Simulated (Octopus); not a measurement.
# ZnSe (Stilleite) (F-43m) in Octopus: equation of state

How stiff is ZnSe (Stilleite) in PBEsol, and what volume does it want? The cell is scaled to several volumes.

All numbers are computed with Octopus 16.4; they aren't measurements. Logs are shortened: lines on timing, memory, paths and dates and some standing lists are left out, and cuts for length are marked.

## (1) Starting point

Symmetry: F-43m, No. 216, cubic system. The conventional cell has a = 5.668 Å, b = 5.668 Å, c = 5.668 Å, α = 90.00°, β = 90.00°, γ = 90.00°. Se (site symmetry -43m) is surrounded by 4 Zn at 2.45 Å. Zn (site symmetry -43m) is surrounded by 4 Se at 2.45 Å.

## (2) Equation of state, PBEsol, 22.76 Å³/atom

inp

```
CalculationMode = gs
UnitsOutput = eV_Angstrom
PeriodicDimensions = 3
ExperimentalFeatures = yes
PseudopotentialSet = pseudodojo_pbesol
%LatticeParameters
 1*angstrom | 1*angstrom | 1*angstrom
%
%LatticeVectors
 0 | 2.8338 | 2.8338
 2.8338 | 0 | 2.8338
 2.8338 | 2.8338 | 0
%
%ReducedCoordinates
 "Se" | 0.75 | 0.75 | 0.75
 "Zn" | 0 | 0 | 0
%
%Spacing
 0.12927737*angstrom | 0.12927737*angstrom | 0.12927737*angstrom
%
DerivativesOrder = 8
%KPointsGrid
 8 | 8 | 8
%
KPointsUseSymmetries = yes
XCFunctional = gga_x_pbe_sol + gga_c_pbe_sol
SmearingFunction = fermi_dirac
Smearing = 0.05*eV
ExtraStates = 6
Eigensolver = chebyshev_filter
ConvRelDens = 3e-7
MaximumIter = 120
%Output
 density | cube
 elf | cube
 potential | cube
%
```

Potentials or basis: pseudodojo_pbesol (PseudoDojo 0.4, PBEsol).

The run is started by

```
$ OMP_NUM_THREADS=1 octopus > out.log
```

out.log:

```text
Running octopus

[... 13 lines left out ...]

Input: [AllElectronType = no]
Input: [PseudopotentialSet = pseudodojo_pbesol]
Reading Coordinates from ReducedCoordinates block

****************************** Species *******************************
  Species 'Se'
    type             : pseudopotential
    file             : 'Se.upf'
    file format      : UPF2
    valence charge   : 16.0
    atomic number    :  34
    form on file     : kleinman-bylander
    lmax             : 2
    llocal           : -1
    projectors per l : 2
    total projectors : 6
    application form : kleinman-bylander
    orbitals         :  9
    bound orbitals   :  9

  Species 'Zn'
    type             : pseudopotential
    file             : 'Zn.upf'
    file format      : UPF2
    valence charge   : 20.0
    atomic number    :  30
    form on file     : kleinman-bylander
    lmax             : 2
    llocal           : -1
    projectors per l : 2
    total projectors : 6
    application form : kleinman-bylander
    orbitals         : 10
    bound orbitals   : 10

**********************************************************************

***************************** Symmetries *****************************
Space group No.  216
International: F-43m
Schoenflies: Td^2
Info: The system has    24 symmorphic symmetries that can be used.
  Index                Rotation matrix                      Fractional translations
    1 :     1   0   0     0   1   0     0   0   1      0.000000    0.000000    0.000000
    2 :     0   0  -1     1   0  -1     0   1  -1      0.000000    0.000000    0.000000
    3 :     0  -1   1     0  -1   0     1  -1   0      0.000000    0.000000    0.000000
    4 :    -1   1   0    -1   0   1    -1   0   0      0.000000    0.000000    0.000000
    5 :    -1   0   0    -1   0   1    -1   1   0      0.000000    0.000000    0.000000
    6 :     1  -1   0     0  -1   0     0  -1   1      0.000000    0.000000    0.000000
[... 16 lines left out ...]
   23 :     1   0  -1     0   0  -1     0   1  -1      0.000000    0.000000    0.000000
[... 234 lines left out ...]
      1       5     -123.181723    2.000000   ( 9.6E-07)
      1       6     -123.181723    2.000000   ( 1.7E-06)
      1      10     -123.181722    2.000000   ( 1.5E-06)
      1       7     -123.181722    2.000000   ( 1.7E-06)
[... 23 lines left out ...]
     24      27       14.679166    0.000000   ( 1.2E-01)
     24      28       14.782002    0.000000   ( 9.4E-02)
     24      26       14.785278    0.000000   ( 1.3E-01)
     24      21       14.910212    0.000000   ( 1.1E-01)
     24      29       15.103508    0.000000   ( 8.3E-02)
     24      20       15.293789    0.000000   ( 1.5E-01)
     24      10       15.438041    0.000000   ( 1.2E-01)
     24      24       15.464675    0.000000   ( 1.3E-01)

Density of states:

-----------------------------------------------------------%----------
--------------------------------------%--------------------%----------
--------------------------------------%--------------------%----------
--------------------------------------%--------------------%----------
--------------------------------------%--------------------%----------
-----------------------%--------------%--------------------%----------
-----------------------%--------------%--------------------%----------
-----------------------%--------------%--------------------%----------
%----------------------%--------------%----------------%---%%%--%%%%--
%----------------------%--------------%----------------%---%%%-%%%%%%-
                                                              ^

Fermi energy =     0.866569 eV

**********************************************************************

** Warning:
**   Symmetrization discrepancy ratio (scalar) =  5.64982E-03

*********************** SCF CYCLE ITER #    2 ************************
 etot  = -8.98013177E+03 abs_ev   =  7.87E+00 rel_ev   =  6.14E-03
 ediff =        9.02E-01 abs_dens =  2.92E-01 rel_dens =  8.10E-03
Matrix vector products: 725
Converged eigenvectors: 0
[... 139 lines left out ...]
*********************** SCF CYCLE ITER #   14 ************************
 etot  = -8.98183997E+03 abs_ev   =  6.33E-04 rel_ev   =  4.93E-07
 ediff =        5.12E-05 abs_dens =  6.99E-06 rel_dens =  1.94E-07
Matrix vector products: 725
Converged eigenvectors: 116

#  State  KPoint  Eigenvalue [eV]  Occupation    Error
      1       1     -124.486848    2.000000   ( 1.1E-08)
      1       2     -124.486848    2.000000   ( 1.1E-08)
      1       3     -124.486848    2.000000   ( 1.1E-08)
      1       4     -124.486848    2.000000   ( 1.1E-08)
      1       5     -124.486847    2.000000   ( 1.1E-08)
      1       6     -124.486847    2.000000   ( 1.1E-08)
      1      10     -124.486847    2.000000   ( 1.1E-08)
      1       7     -124.486847    2.000000   ( 1.1E-08)
[... 23 lines left out ...]
     24      23       13.603348    0.000000   ( 2.0E-02)
     24      24       13.743135    0.000000   ( 2.0E-02)
     24      17       13.797494    0.000000   ( 2.1E-02)
     24      21       13.966566    0.000000   ( 5.7E-02)
     24      26       14.141056    0.000000   ( 6.7E-02)
     24      28       14.412824    0.000000   ( 5.5E-02)
     24      27       14.414514    0.000000   ( 7.0E-02)
     24      29       14.814771    0.000000   ( 5.6E-02)

Density of states:

---------------------------------------%-------------------%----------
---------------------------------------%-------------------%----------
---------------------------------------%-------------------%----------
---------------------------------------%-------------------%----------
-----------------------%---------------%-------------------%----------
-----------------------%---------------%-------------------%----------
-----------------------%---------------%-------------------%----------
-----------------------%---------------%-------------------%-%---%----
%----------------------%---------------%----------------%--%%%--%%%%--
%----------------------%---------------%----------------%--%%%--%%%%%-
                                                              ^

Fermi energy =     1.045010 eV

**********************************************************************

Info: SCF converged in   14 iterations

** Warning:
**   Some of the states are not fully converged!

Info: Number of matrix-vector products:      10150
Info: Writing output to static/

Info: Finished writing information to 'restart/gs'.

Octopus emitted 18 warnings.
```

It took 7.3 min on 1 thread of Arm Neoverse V1, shared host; peak memory 1.1 GiB.

What came out:

```
Free energy            : -8981.8396 eV
Band gap on the k mesh : 1.17 eV, direct
```

## (3) Equation of state, PBEsol, 22.30 Å³/atom (volume scaled by 0.98)

inp, as its differences from that of step 2:

```diff
@@ -9,5 +9,5 @@
 %LatticeVectors
- 0 | 2.8338 | 2.8338
- 2.8338 | 0 | 2.8338
- 2.8338 | 2.8338 | 0
+ 0 | 2.814780635 | 2.814780635
+ 2.814780635 | 0 | 2.814780635
+ 2.814780635 | 2.814780635 | 0
 %
@@ -18,3 +18,3 @@
 %Spacing
- 0.12927737*angstrom | 0.12927737*angstrom | 0.12927737*angstrom
+ 0.12840971*angstrom | 0.12840971*angstrom | 0.12840971*angstrom
 %
@@ -32,6 +32 @@
 MaximumIter = 120
-%Output
- density | cube
- elf | cube
- potential | cube
-%
```

Potentials or basis: pseudodojo_pbesol (PseudoDojo 0.4, PBEsol).

The run is started by

```
$ OMP_NUM_THREADS=1 octopus > out.log
```

Wall time 7 min (1 thread of Arm Neoverse V1, shared host); peak memory 1.1 GiB.

The run converged. Its results:

- Free energy: -8981.8335 eV
- Band gap on the k mesh: 1.25 eV, direct

## (4) Equation of state, PBEsol, 23.21 Å³/atom (volume scaled by 1.02)

inp, as its differences from that of step 3:

```diff
@@ -9,5 +9,5 @@
 %LatticeVectors
- 0 | 2.814780635 | 2.814780635
- 2.814780635 | 0 | 2.814780635
- 2.814780635 | 2.814780635 | 0
+ 0 | 2.8525674344 | 2.8525674344
+ 2.8525674344 | 0 | 2.8525674344
+ 2.8525674344 | 2.8525674344 | 0
 %
@@ -18,3 +18,3 @@
 %Spacing
- 0.12840971*angstrom | 0.12840971*angstrom | 0.12840971*angstrom
+ 0.13013353*angstrom | 0.13013353*angstrom | 0.13013353*angstrom
 %
```

The run is started by

```
$ OMP_NUM_THREADS=1 octopus > out.log
```

Wall time 7.2 min (1 thread of Arm Neoverse V1, shared host); peak memory 1.1 GiB.

The run converged. Its results:

| Property | Result |
| --- | --- |
| Free energy | -8981.8400 eV |
| Band gap on the k mesh | 1.09 eV, direct |

## (5) Equation of state, PBEsol, 21.85 Å³/atom (volume scaled by 0.96)

inp, as its differences from that of step 4:

```diff
@@ -9,5 +9,5 @@
 %LatticeVectors
- 0 | 2.8525674344 | 2.8525674344
- 2.8525674344 | 0 | 2.8525674344
- 2.8525674344 | 2.8525674344 | 0
+ 0 | 2.7955007105 | 2.7955007105
+ 2.7955007105 | 0 | 2.7955007105
+ 2.7955007105 | 2.7955007105 | 0
 %
@@ -18,3 +18,3 @@
 %Spacing
- 0.13013353*angstrom | 0.13013353*angstrom | 0.13013353*angstrom
+ 0.12753016*angstrom | 0.12753016*angstrom | 0.12753016*angstrom
 %
```

The run is started by

```
$ OMP_NUM_THREADS=1 octopus > out.log
```

Wall time 6.8 min (1 thread of Arm Neoverse V1, shared host); peak memory 1.1 GiB.

The run converged. Its results:

* Free energy: -8981.8281 eV
* Band gap on the k mesh: 1.33 eV, direct

## (6) Equation of state, PBEsol, 23.67 Å³/atom (volume scaled by 1.04)

inp, as its differences from that of step 5:

```diff
@@ -9,5 +9,5 @@
 %LatticeVectors
- 0 | 2.7955007105 | 2.7955007105
- 2.7955007105 | 0 | 2.7955007105
- 2.7955007105 | 2.7955007105 | 0
+ 0 | 2.8710911185 | 2.8710911185
+ 2.8710911185 | 0 | 2.8710911185
+ 2.8710911185 | 2.8710911185 | 0
 %
@@ -18,3 +18,3 @@
 %Spacing
- 0.12753016*angstrom | 0.12753016*angstrom | 0.12753016*angstrom
+ 0.13097858*angstrom | 0.13097858*angstrom | 0.13097858*angstrom
 %
```

Potentials or basis: pseudodojo_pbesol (PseudoDojo 0.4, PBEsol).

The run is started by

```
$ OMP_NUM_THREADS=1 octopus > out.log
```

Run time: 7.1 min. Hardware: 1 thread of Arm Neoverse V1, shared host; peak memory 1.1 GiB.

Results (log left out):

| Property | Result |
| --- | --- |
| Free energy | -8981.8340 eV |
| Band gap on the k mesh | 1.02 eV, direct |

## (7) Equation of state, PBEsol, 21.39 Å³/atom (volume scaled by 0.94)

inp, as its differences from that of step 6:

```diff
@@ -9,5 +9,5 @@
 %LatticeVectors
- 0 | 2.8710911185 | 2.8710911185
- 2.8710911185 | 0 | 2.8710911185
- 2.8710911185 | 2.8710911185 | 0
+ 0 | 2.7759511149 | 2.7759511149
+ 2.7759511149 | 0 | 2.7759511149
+ 2.7759511149 | 2.7759511149 | 0
 %
@@ -18,3 +18,3 @@
 %Spacing
- 0.13097858*angstrom | 0.13097858*angstrom | 0.13097858*angstrom
+ 0.12663831*angstrom | 0.12663831*angstrom | 0.12663831*angstrom
 %
```

The run is started by

```
$ OMP_NUM_THREADS=1 octopus > out.log
```

It took 7 min on 1 thread of Arm Neoverse V1, shared host; peak memory 1.1 GiB.

It converged, with:

```
Free energy            : -8981.8112 eV
Band gap on the k mesh : 1.42 eV, direct
```

## (8) Equation of state, PBEsol, 24.12 Å³/atom (volume scaled by 1.06)

inp, as its differences from that of step 7:

```diff
@@ -9,5 +9,5 @@
 %LatticeVectors
- 0 | 2.7759511149 | 2.7759511149
- 2.7759511149 | 0 | 2.7759511149
- 2.7759511149 | 2.7759511149 | 0
+ 0 | 2.8893788162 | 2.8893788162
+ 2.8893788162 | 0 | 2.8893788162
+ 2.8893788162 | 2.8893788162 | 0
 %
@@ -18,3 +18,3 @@
 %Spacing
- 0.12663831*angstrom | 0.12663831*angstrom | 0.12663831*angstrom
+ 0.13181286*angstrom | 0.13181286*angstrom | 0.13181286*angstrom
 %
@@ -32 +32,6 @@
 MaximumIter = 120
+%Output
+ density | cube
+ elf | cube
+ potential | cube
+%
```

The run is started by

```
$ OMP_NUM_THREADS=1 octopus > out.log
```

It took 7.3 min on 1 thread of Arm Neoverse V1, shared host; peak memory 1.1 GiB.

It converged, with:

* Free energy: -8981.8235 eV
* Band gap on the k mesh: 0.95 eV, direct

## (9) Equation of state, PBEsol

Potentials or basis: pseudodojo_pbesol (PseudoDojo 0.4, PBEsol).

No new run: the results of the series are fitted here.

What came out:

| Item | Value |
| --- | --- |
| Equilibrium volume | 22.93 Å³/atom (rough: see the caveat) |
| Bulk modulus | 43 GPa (rough) |

Energy against volume, from the lowest point:
```
volume (Å³/atom)  energy (meV/atom)
          21.391              14.37
          21.846               5.96
          22.301               3.22
          22.757               0.21
          23.212               0.00
          23.667               3.01
          24.122               8.25
```

Caveat: the fit is doubtful: noisy points or a state that changes with volume; the number of grid points is fixed, so the spacing changes with the cell, which shifts volumes and moduli.
